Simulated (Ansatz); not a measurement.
The system is HgTe (Coloradoite).

```
Hg Te
1.0
     0.00000    3.21450    3.21450
     3.21450    0.00000    3.21450
     3.21450    3.21450    0.00000
Hg Te
1 1
Cartesian
  0.0000 0.0000 0.0000
  4.8217 4.8217 4.8217
```

Base run:

- Program: Ansatz 0.2.0
- Functional: PBEsol
- Potentials or basis: Ansatz PAW
- Cutoff: 420 eV (not typed: the program's choice for these potentials)
- k mesh: 7 × 7 × 7
- Occupations: fermi-dirac, width 0.05 eV
- Spin: spin-orbit coupling, no magnetisation

Its results: band gap on the k mesh none (metal or under the smearing width); pressure 1.3 GPa.

Q: The run is repeated on the same cell with these changes: spin from spin-orbit coupling, no magnetisation to no spin polarisation; potential files from those of the base run to others of the same set. What comes out?

A: Band gap on the k mesh none (metal or under the smearing width); pressure 1.8 GPa.

Caveats: the PAW data sets come from PBE, with cores solved anew for the run's functional, which leaves a small shift of forces and pressure; spin-orbit coupling is left out, which moves the levels of the heavy elements (some runs).
